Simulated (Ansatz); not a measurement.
# KCl: moving K off its site

KCl, Fm-3m, a = 6.312 Å (as given, not relaxed at this level: -0.2 GPa). Ansatz: r2SCAN, PAW, 500 eV, Γ-centred 6×6×6 mesh on 2 atoms, Gaussian smearing 0.05 eV; no spin polarisation.

```
K Cl
1.0
     0.00000    3.15610    3.15610
     3.15610    0.00000    3.15610
     3.15610    3.15610    0.00000
K Cl
1 1
Direct
  0.00000 0.00000 0.00000
  0.50000 0.50000 0.50000
```

Atom 1 (K) moves by x along the unit vector (0.000, 0.000, 1.000), with its periodic images; all else is held. y is the free energy of the cell over the start, F the force along the path summed over the moved atoms. Symmetry makes y even in x.

| x (Å) | y (meV) | F (eV/Å) |
| --- | --- | --- |
| -0.5000 | 248.3 | 1.32 |
| -0.2500 | ? | ? |
| 0.0000 | 0.0 | 0.00 |
| 0.0625 | 2.7 | -0.09 |
| 0.1250 | 11.0 | -0.18 |
| 0.1875 | 25.6 | -0.29 |
| 0.3125 | 78.3 | -0.57 |
| 0.3750 | 120.1 | -0.77 |
| 0.4375 | 175.6 | -1.02 |

Q: Fit y = c2 x² + c4 x⁴ to the energies of the other rows, give the force constant, and predict energy and force of the missing row.

A: Least squares on the rows shown. y = 677.30 x² + 1261.3 x⁴. The force constant is 2 c2 = 1.35 eV/Å² (for all images moving together, not for a lone atom). With two atoms in a cubic cell this is the optical mode at Γ without the LO field: ω = 521.5 √(2 c2/μ) = 141 cm⁻¹ for μ = 18.59 u. The force −dy/dx at the missing row is 0.42 eV/Å (computed 0.42). At x = -0.2500 the fit asked for gives 47.3 meV. The run gave 47.5 meV, so the fit is 0.2 meV too low, within twice the rms miss on the fitted rows (0.2 meV).